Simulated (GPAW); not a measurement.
AlRu:

```
CELL_PARAMETERS angstrom
2.99160 0.00000 0.00000
0.00000 2.99160 0.00000
0.00000 0.00000 2.99160
ATOMIC_POSITIONS crystal
Ru 0.50000 0.50000 0.50000
Al 0.00000 0.00000 0.00000
```

Base run:

```yaml
Program: GPAW 26.7.0
Functional: PBE
Potentials_or_basis: GPAW PAW data sets (gpaw-data 1.2.1)
Cutoff: 600 eV
Basis: pw
k_mesh: 9 × 9 × 9
Occupations: fermi-dirac, width 0.05 eV
Spin: no spin polarisation
```

Its results: pressure 3.2 GPa.

Question: The run is repeated on the same cell with these changes: functional from PBE to r2SCAN. What comes out?

Answer: Pressure -0.6 GPa.

Caveats: the PAW data sets were made with another functional, which shifts forces and pressure a little (some runs).
